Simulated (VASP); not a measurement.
# Mg: convergence, relaxation of the cell

Mg, R-3m (no. 166), 3 atoms in the cell. PBEsol; PAW potentials Mg (PBE set). VASP 6.6.1. The cell is changed on purpose: volume scaled by 1.06.

Wanted: cell volume within 1 %; lattice lengths within 0.4 %; shortest distances from each atom, periodic images included within 0.02 Å.

What the run is for: cell; Accuracy asked: screening.

The series start from Plane-wave cutoff (eV): 300; Smearing width (eV): 0.1; k-point mesh: 11 × 11 × 11; Relaxation passes: 2; Ionic threshold (EDIFFG): -0.005; Electronic threshold (eV): 1e-6; Precision mode (PREC): Accurate; Relaxation algorithm: IBRION=2 POTIM=0.5. Each series keeps the choices made before it, and each single choice may use up half of a tolerance. Times cover all steps of a run.

## Plane-wave cutoff (eV)

| Plane-wave cutoff (eV) | Cell volume (Å³) | Lattice lengths, largest deviation against the largest value | Shortest distances from each atom, periodic images included, largest deviation (Å) | Time (s) |
|---|---|---|---|---|
| 200 | 67.58 | 0.014 % | 0.001 | 78 |
| 230 | 67.54 | 0.00088 % | 0.000 | 78 |
| 260 | 67.53 | 0.01 % | 0.000 | 102 |
| 300 | 67.54 | 0.0046 % | 0.000 | 130 |
| 350 | 67.55 | 0.0039 % | 0.000 | 230 |
| 420 | 67.55 | 0.0043 % | 0.000 | 295 |
| 520 | 67.55 | 0.001 % | 0.000 | 347 |
| 650 (reference) | 67.54 | 0 % | 0.000 | 538 |

Chosen: 200, the loosest value from which every tighter one stays within half of the tolerance.

## Smearing width (eV)

| Smearing width (eV) | Cell volume (Å³) | Lattice lengths, largest deviation against the largest value | Shortest distances from each atom, periodic images included, largest deviation (Å) | Time (s) |
|---|---|---|---|---|
| 0.4 | 67.59 | 0.14 % | 0.003 | 71 |
| 0.3 | 67.58 | 0.26 % | 0.005 | 74 |
| 0.2 | 67.57 | 0.29 % | 0.005 | 76 |
| 0.15 | 67.57 | 0.19 % | 0.003 | 73 |
| 0.1 | 67.58 | 0.047 % | 0.001 | 78 |
| 0.05 (reference) | 67.58 | 0 % | 0.000 | 80 |

Chosen: 0.15.

## k-point mesh

| k-point mesh | Cell volume (Å³) | Lattice lengths, largest deviation against the largest value | Shortest distances from each atom, periodic images included, largest deviation (Å) | Time (s) |
|---|---|---|---|---|
| 4 × 4 × 4 | 67.59 | 0.69 % | 0.008 | 39 |
| 5 × 5 × 5 | 67.78 | 4.5 % | 0.076 | 66 |
| 7 × 7 × 7 | 67.86 | 1.3 % | 0.018 | 59 |
| 9 × 9 × 9 | 67.61 | 0.8 % | 0.017 | 54 |
| 11 × 11 × 11 | 67.57 | 0.71 % | 0.014 | 73 |
| 13 × 13 × 13 (reference) | 67.71 | 0 % | 0.000 | 123 |

Chosen: 13 × 13 × 13; the next looser run is off by more than half of the tolerance, so convergence isn't shown beyond this value.

## Relaxation passes

| Relaxation passes | Cell volume (Å³) | Lattice lengths, largest deviation against the largest value | Shortest distances from each atom, periodic images included, largest deviation (Å) | Time (s) |
|---|---|---|---|---|
| 1 | 67.71 | 0 % | 0.000 | 109 |
| 2 | 67.71 | 0 % | 0.000 | 123 |
| 3 (reference) | 67.71 | 0 % | 0.000 | 148 |

Chosen: 1.

## Ionic threshold (EDIFFG)

| Ionic threshold (EDIFFG) | Cell volume (Å³) | Lattice lengths, largest deviation against the largest value | Shortest distances from each atom, periodic images included, largest deviation (Å) | Time (s) |
|---|---|---|---|---|
| -0.05 | 67.67 | 0.64 % | 0.014 | 58 |
| -0.02 | 67.62 | 0.057 % | 0.003 | 81 |
| -0.01 | 67.62 | 0.043 % | 0.002 | 85 |
| -0.005 | 67.71 | 0.0076 % | 0.000 | 109 |
| -0.002 (reference) | 67.7 | 0 % | 0.000 | 114 |

Chosen: -0.02.

## Electronic threshold (eV)

| Electronic threshold (eV) | Cell volume (Å³) | Lattice lengths, largest deviation against the largest value | Shortest distances from each atom, periodic images included, largest deviation (Å) | Time (s) |
|---|---|---|---|---|
| 0.0001 | 67.69 | 0.094 % | 0.000 | 64 |
| 1e-5 | 67.73 | 0.12 % | 0.000 | 66 |
| 1e-6 | 67.62 | 0.06 % | 0.001 | 81 |
| 1e-7 (reference) | 67.64 | 0 % | 0.000 | 83 |

Chosen: 0.0001.

## Precision mode (PREC)

| Precision mode (PREC) | Cell volume (Å³) | Lattice lengths, largest deviation against the largest value | Shortest distances from each atom, periodic images included, largest deviation (Å) | Time (s) |
|---|---|---|---|---|
| Normal | 67.68 | 0.0051 % | 0.000 | 28 |
| Accurate (reference) | 67.69 | 0 % | 0.000 | 64 |

Chosen: Normal.

## Relaxation algorithm

| Relaxation algorithm | Cell volume (Å³) | Lattice lengths, largest deviation against the largest value | Shortest distances from each atom, periodic images included, largest deviation (Å) | Time (s) |
|---|---|---|---|---|
| IBRION=2 POTIM=0.5 | 67.68 | 0 % | 0.000 | 28 |
| IBRION=2 POTIM=0.2 | 67.65 | 0.25 % | 0.004 | 28 |
| IBRION=1 POTIM=0.5 | 67.72 | 0.071 % | 0.002 | 25 |
| IBRION=1 POTIM=0.2 | 67.75 | 0.077 % | 0.000 | 31 |

Chosen: IBRION=2 POTIM=0.5; no other choice that stays within half of the tolerance saves 30 % of the time.

## All choices together

| Input | Cell volume (Å³) | Lattice lengths, largest deviation against the largest value | Shortest distances from each atom, periodic images included, largest deviation (Å) | Time (s) |
|---|---|---|---|---|
| the program's defaults (naive) | 68.53 | 3.8 % | 0.056 | 12 |
| chosen settings | 67.68 | 0.074 % | 0.001 | 28 |
| reference settings throughout | 67.66 | 0 % | 0.000 | 1255 |

The chosen settings stay within the tolerance of the reference run, but the reference itself isn't shown to be converged in: k-point mesh.

Values of the reference run: Lattice lengths: 8, 8, 8 Å.

## The input

INCAR.step1:
```
SYSTEM = Mg
GGA = PS
ISMEAR = 1
SIGMA = 0.15
LWAVE = .False.
LCHARG = .False.
NSW = 80
PREC = Normal
LASPH = .True.
LREAL = .False.
ALGO = Normal
EDIFF = 1E-4
NELM = 120
GGA_COMPAT = .False.
IBRION = 2
ISIF = 3
EDIFFG = -0.02
NELMIN = 4
ENCUT = 200
KPAR = 8
POTIM = 0.5
```

INCAR.step2, as INCAR.step1 but for:
```
- NSW = 80
- IBRION = 2
- ISIF = 3
- EDIFFG = -0.02
- NELMIN = 4
- POTIM = 0.5
+ ISIF = 2
```

KPOINTS:
```
Automatic mesh
0
Gamma
  13 13 13
  0 0 0
```

POSCAR.step1:
```
Mg
1.0
    1.6239315450      0.9375773147      7.8508936534
   -1.6239315450      0.9375773147      7.8508936534
    0.0000000000     -1.8751546293      7.8508936534
Mg
3
Direct
    0.7780644100      0.7780644100      0.7780644100
    0.2219355900      0.2219355900      0.2219355900
    0.0000000000      0.0000000000      0.0000000000
```

Commands (each step's output is kept before the next begins):
```
cat potpaw_PBE.64/Mg/POTCAR > POTCAR
cp INCAR.step1 INCAR
cp POSCAR.step1 POSCAR
mpirun -np 8 vasp_std > vasp.out
cp CONTCAR POSCAR
cp INCAR.step2 INCAR
mpirun -np 8 vasp_std > vasp.out
```

The chosen input took VASP 6.6.1 28 s on 8 cores (Intel Xeon Platinum 8259CL @ 2.50GHz (Skylake/Cascade Lake)), a shared host.
